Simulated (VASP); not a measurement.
Cr: relaxation of cell and atoms with PBEsol+D3

Cr:

```xyz
2
Lattice="1.1471 -2.4670 0.0000 1.1471 2.4670 0.0000 0.0000 0.0000 4.0643" Properties=species:S:1:pos:R:3 pbc="T T T"
Cr    1.1471   -1.8282    3.0482
Cr    1.1471    1.8282    1.0161
```

This isn't the form of Cr at room conditions, which is bcc.

| Quantity | Value |
| --- | --- |
| Program | VASP 6.6.1 |
| Task | relaxation of cell and atoms |
| Functional | PBEsol |
| Dispersion | D3 |
| Potentials or basis | VASP PAW PBE potentials, release 64 (Cr_pv) |
| Cutoff | 600 eV |
| k mesh | 10 × 10 × 5 |
| Occupations | fermi-dirac, width 0.05 eV |
| Spin | collinear spin, ferromagnetic start |
| Starting moments | [3.0, 3.0] μB |
| Further INCAR settings | ALGO = Normal; EDIFF = 1e-06; IBRION = 2; EDIFFG = -0.02; NSW = 40; ISIF = 3 |

| Item | Value |
| --- | --- |
| Relaxed volume | 11.12 Å³/atom |
| Relaxed cell | a = 2.635 Å, b = 2.635 Å, c = 4.158 Å, α = 90.00°, β = 90.00°, γ = 129.60° |
| Space group after relaxing (to 0.05 Å) | Cmcm (No. 63) |
| Energy gained by relaxing | 25.1 meV/atom |
| Ionic steps | 11 |
| Pressure after relaxing | 0.0 GPa |
| Largest force after relaxing | 0.008 eV/Å |
| Band gap on the k mesh | none (metal or under the smearing width) |
| Net moment | 0.00 μB per cell |
| Valence electrons inside the program's atomic spheres | Cr 11.18 |
| Dispersion energy per atom | -0.347 eV |

Forces on the atoms (eV/Å):
```
Cr   0.000 -0.008  0.000
Cr   0.000  0.008  0.000
```

Stress tensor (GPa, compression positive):
```
-0.01  0.00  0.00
 0.00  0.18  0.00
 0.00  0.00 -0.03
```

Step by step:
```
step  energy change (eV)  largest force (eV/Å)  pressure (GPa)  volume (Å³)
   1              0.0000                0.2143           -8.56        23.00
   2              0.0301                0.2526           17.57        21.01
   3             -0.0265                0.2303            0.82        22.17
   4             -0.0265                0.2309            1.12        22.15
   5             -0.0365                0.2126            0.80        22.17
   6             -0.0467                0.1224            0.58        22.19
   7             -0.0487                0.0483           -1.52        22.37
   8             -0.0488                0.0554           -1.37        22.35
   9             -0.0499                0.0103            0.25        22.22
  10             -0.0500                0.0036            0.15        22.23
  11             -0.0501                0.0076            0.05        22.24
```

Final structure:
```
CELL_PARAMETERS angstrom
1.12188 -2.38431 0.00000
1.12188 2.38431 0.00000
0.00000 0.00000 4.15786
ATOMIC_POSITIONS crystal
Cr 0.85802 0.14198 0.75000
Cr 0.14198 0.85802 0.25000
```

Levels at points of the mesh, in eV from the Fermi level:
Spin up:
```tsv
k point	band 8	band 9	band 10	band 11	band 12	band 13	band 14	band 15	band 16	band 17
(0.00, 0.00, 0.00)	-4.48	-2.22	-1.94	-0.40	-0.34	0.49	1.05	1.17	1.69	2.27
(0.50, 0.00, 0.00)	-4.05	-3.89	-1.46	-0.16	-0.13	0.28	2.26	2.35	2.52	4.79
(0.50, 0.50, 0.00)	-3.62	-3.16	-2.22	-1.87	-1.48	0.73	2.44	2.82	2.86	3.96
```
Spin down:
```csv
k point,band 10,band 11,band 12,band 13,band 14,band 15
"(0.00, 0.00, 0.00)",-1.94,-0.40,-0.34,0.49,1.05,1.17
"(0.50, 0.00, 0.00)",-1.46,-0.16,-0.13,0.28,2.26,2.35
"(0.50, 0.50, 0.00)",-2.22,-1.87,-1.48,0.73,2.44,2.82
```

Wall time 5.8 min on 1 thread of Intel(R) Xeon(R) Platinum 8375C CPU @ 2.90GHz (Ice Lake), on a shared host, peak memory 0.23 GiB.

Caveat: the starting moments collapsed, and a magnetic state may lie lower; the PAW data sets were made with another functional, which shifts forces and pressure a little; pairwise dispersion overbinds metals, which lowers pressure and volume.
